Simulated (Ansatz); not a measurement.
Level of theory: DFT PBE, scalar-relativistic, plane waves, PAW in Ansatz 0.2.0. Settings: cutoff 420 eV, Γ-centred meshes spaced at most about 0.3 Å⁻¹, and about 0.25 Å⁻¹ or finer for metals (2π included), Gaussian smearing. No spin polarisation.

Temperature and zero-point effects are left out.

Task: Order these relaxed structures of Mg3O2 by energy, lowest first, with the energy over the lowest of them.
A.

```xyz
5
Lattice="3.0451 0.0000 0.0000 -1.5226 2.6372 0.0000 0.0000 0.0000 7.4851" Properties=species:S:1:pos:R:3 pbc="T T T"
Mg    1.5226    0.8791    2.4760
Mg    0.0000    1.7581    5.0091
Mg    0.0000    0.0000    0.0000
O     0.0000    1.7581    1.2183
O     1.5226    0.8791    6.2668
```

B.

```xyz
10
Lattice="2.6357 1.5217 5.2097 -2.6357 1.5217 5.2097 0.0000 -3.0434 5.2097" Properties=species:S:1:pos:R:3 pbc="T T T"
Mg   -0.9095   -1.5217    6.5121
Mg    1.7726   -0.0268    6.5121
Mg   -0.8631    1.5485    6.5121
Mg    0.9095    1.5217    9.1169
Mg   -1.7726    0.0268    9.1169
Mg    0.8631   -1.5485    9.1169
O     0.0000    0.0000   13.0657
O     0.0000    0.0000   10.3779
O     0.0000    0.0000    2.5634
O     0.0000    0.0000    5.2512
```

C.

```xyz
5
Lattice="-1.5086 1.5086 6.6538 1.5086 -1.5086 6.6538 1.5086 1.5086 -6.6538" Properties=species:S:1:pos:R:3 pbc="T T T"
Mg    0.0000    0.0000    8.9086
Mg    0.0000    0.0000    4.3989
Mg    0.0000    0.0000    0.0000
O     0.0000    0.0000   11.0451
O     0.0000    0.0000    2.2625
```

Result: A (0 meV/atom), C (42 meV/atom), B (290 meV/atom). Forms: A P-3m1; C I4/mmm; B anti-corundum type, R-3c. Counting O atoms around Mg (those within 1.25 times the shortest such distance or 1.15 times the sum of covalent radii; a slash parts the counts of unlike sites): A has Mg 3/6; C has Mg 2/5; B has Mg 4. All come from invented guesses. The lowest form computed isn't among them: it has the anti-tetradymite type, space group R-3m (No. 166), 12.1 Å³/atom and lies 7 meV/atom below the best shown.

Cells relaxed within their symmetry can be saddle points. Some structure types and database cells were kept out of the candidates from the start, so a known form may be missing.
